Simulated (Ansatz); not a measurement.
**What do other settings change for bare MgSe nanowire along [001] (64 atoms)?**

The cell holds 64 atoms: 32 Mg and 32 Se. Its edges and angles: a = 18.177 Å, b = 18.177 Å, c = 10.902 Å, α = 90.0°, β = 90.0°, γ = 90.0°. It derives from MgSe (rock-salt). Square section of size parameter 4.53 Å cut from rock-salt MgSe (a = 5.451 Å) along [001], 2 periods, 10 Å of vacuum; not relaxed, displaced by a Gaussian of 0.02 Å. Vacuum lies along a and b. The structure repeats along c.

Geometry: as built.

Reference run: Kohn-Sham DFT, PBE, PAW (set soft_2, large core), plane waves (Ansatz 0.2.0), cutoff 420 eV, Γ point, fixed occupations.

```
r.m.s. force component                           : 0.3406 eV/Å
gap (highest filled to lowest empty level) : 1.757 eV
SCF cycles                                       : 11
time                                             : 58 s on 4 threads of Arm Neoverse V2, shared host
```

The database entry behind the starting cell differs from other determinations of this structure, so it need not match the best structure at room temperature.

Q: Estimate how much each variant changes the results, and its time and memory.
- support functions low
- support functions medium
- basis.ecutrho_ratio = 12 and basis.xc_grid = 2

Differences are against the plane-wave reference (Kohn-Sham DFT, PBE, PAW (set soft_2, large core), plane waves), whose r.m.s. force component is 0.341 eV/Å. Energies are set beside the reference only for runs with its functional, potentials and electron count. Times are for 4 threads of Arm Neoverse V2, shared host. The reference's time includes the DOS, ELF and grids, which some other runs skip.

| run | Δ force, r.m.s. (meV/Å) | share of r.m.s. force (%) | Δ energy (meV/atom) | Δ gap (eV) | cycles | time | host memory (GiB) |
| --- | --- | --- | --- | --- | --- | --- | --- |
| reference | - | - | - | - | 11 | 58 s | 3.4 |
| support functions low | 0.439 | 0.129 | -0.652 | -3.0e-4 | 11 | 2.1 min | 4.6 |
| support functions medium | 0.432 | 0.127 | -0.652 | -2.0e-4 | 13 | 2.4 min | 4.8 |
| basis.ecutrho_ratio = 12 and basis.xc_grid = 2 | 0.024 | 0.007 | -0.0024 | 0 | 12 | 74 s | 7.3 |

Among numerical settings the force difference runs from 0.024 meV/Å (basis.ecutrho_ratio = 12 and basis.xc_grid = 2) to 0.44 meV/Å (support functions low). At 64 atoms the fastest of the runs at a preset level, support functions low, takes roughly 2.2 times the time of plane waves (whose run also made extra analyses), in 11 SCF cycles against 11. Differences between support functions and plane waves include what basis error the plane-wave run still has. 

[Long decimals in the printed logs are rounded to 6 places.]

[Logs are printed without paths, hosts, clocks, repeated set-up lines and the standing remarks that a program may print on its own settings, such as how far it seeks lower states.]

[Hosts, paths, dates, database ids (printed as entryN), source tags and the programs' standing remarks are cut or masked in the printed files.]
